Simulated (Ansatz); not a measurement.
I need a series of slab calculations of MgSe, space group Fm-3m. Use the Python package of Ansatz (0.2.0). Level of theory (first run): PBE, PAW, cutoff 558 eV, 6×6×1 k-points, Fermi-Dirac smearing of 0.05 eV, D3BJ dispersion.

Contents of `POSCAR_mgse`:
```text
MgSe
1.0
   0.00000000    2.72550000    2.72550000
   2.72550000    0.00000000    2.72550000
   2.72550000    2.72550000    0.00000000
Mg Se
1 1
Direct
   0.00000000    0.00000000    0.00000000
   0.50000000    0.50000000    0.50000000
```

`mgse.py`:
```python
import ansatz as az
from ase.build import surface
from ase.io import read
import numpy as np
from tabulate import tabulate

atoms = read("POSCAR_mgse", format="vasp")
rows = []
for value in [-0.1, -0.05, 0.0, 0.05, 0.1]:
    slab = surface(atoms, (1, 1, 1), 2, vacuum=8.0)
    slab.pbc = True
    model = (
        az.Crystal.from_ase(slab).calculation()
        .basis(41 * az.Ry)
        .functional("pbe", dispersion="d3bj")
        .occupations("Fermi-Dirac", width=0.05)
        .scf(tolerance=0.1)
        .kpoints(6, 6, 1)
        .electric_field(axis=3, dipole_correction=True, amplitude=value)
    )
    r = model.run(threads=1).report
    face = r["work_function"]
    rows.append((value, len(slab), r["free_energy_ev"], face["dipole_moment_e_ang"], face.get("phi_plus_ev"), face.get("phi_minus_ev")))

print(tabulate(rows, headers=["field (V/A)", "atoms", "F (eV)", "dipole (e A)", "phi upper (eV)", "phi lower (eV)"], floatfmt=".4f", missingval="-"))
print(f"induced dipole per field: {np.polyfit([row[0] for row in rows], [row[3] for row in rows], 1)[0]:.3f} e A^2/V")
```

```console
$ python mgse.py
RunWarning: iter 2: the vacuum level on the − side of the slab (outward normal along −`efield.axis`) lies 3.13 eV below the Fermi level, so electrons leave the slab for the vacuum. This alone does not stop the SCF, which may recover; if it does not, damp the [...]
RunWarning: F and its Harris–Foulkes estimate disagree by 8.10e-2 eV at the final density (on a DFT+U run the figure also counts the on-site term, by absolute value) — the energy may not be reliable. Consider tightening scf.convergence.
  field (V/A)    atoms       F (eV)    dipole (e A)    phi upper (eV)    phi lower (eV)
-------------  -------  -----------  --------------  ----------------  ----------------
      -0.1000        4  -14788.7890         -0.3169            -                 -
      -0.0500        4  -14788.7768         -0.2912            -                 -
       0.0000        4  -14788.7722         -0.1948            6.5450            3.8056
       0.0500        4  -14788.6837          0.0961            -                 -
       0.1000        4  -14788.7225          0.0282            -                 -
induced dipole per field: 2.155 e A^2/V
```
(Warnings from the package without file and line, shortened, repeats left out.)

The input holds a mistake (the SCF tolerance is far too loose), so what it prints is no property of MgSe. Dispersion corrections can be off by several per cent in the lattices of metals, and by several GPa in the pressure at a fixed cell. The mesh is modest for a metal, so energies can be off by several to tens of meV an atom and pressures by half a GPa or more; differences at equal mesh fare better. Of the deposited cell: the entry's cell lengths or inner coordinates differ somewhat from later room-temperature determinations. The starting cell is as deposited in a crystallographic database; the results hold for this polymorph, which needn't be the stable one. The slabs are thin, unrelaxed cuts of the structure as given, on a modest mesh, so the surface energy isn't converged; Miller indices refer to the cell as typed, and unlike faces give only a mean. Run time: 51 s on 1 thread of Arm Neoverse V2 (shared host), peak memory 0.58 GiB.
